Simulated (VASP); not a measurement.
A run of VASP 6.6.1 is set up as follows.

Contents of INCAR:

```
SYSTEM = AgO
ALGO = Fast
EDIFF = 1E-6
ENCUT = 520
GGA = PS
ISIF = 2
ISMEAR = 0
LASPH = .True.
LCHARG = .False.
LREAL = .False.
LWAVE = .False.
NBANDS = 25
NELM = 100
PREC = Accurate
SIGMA = 0.1
```

File KPOINTS:

```
k-points
0
Gamma
  12 12 8
  0 0 0
```

Contents of POSCAR:

```
AgO
1.0
    2.5489079970      2.5489079970      0.0000000000
   -2.5489079970      2.5489079970      0.0000000000
    0.0000000000      0.0000000000      5.0978159940
Ag O
2 2
Direct
    0.0000000000      0.0000000000      0.0000000000
    0.5000000000      0.5000000000      0.5000000000
    0.5000000000      0.0000000000      0.2500000000
    0.0000000000      0.5000000000      0.7500000000
```

Potentials or basis: VASP PAW PBE potentials, release 64 (Ag, O).

Run with:

```console
$ cat potpaw_PBE.64/Ag/POTCAR potpaw_PBE.64/O/POTCAR > POTCAR
$ mpirun -np 1 vasp_std > vasp.out
```

**Question.** Predict the pressure.

**Answer.** -7.8 GPa.

**Question.** What does it give for the band gap on the k mesh?

**Answer.** None (metal or under the smearing width).

Caveat: the PAW data sets were made with another functional, which shifts forces and pressure a little.
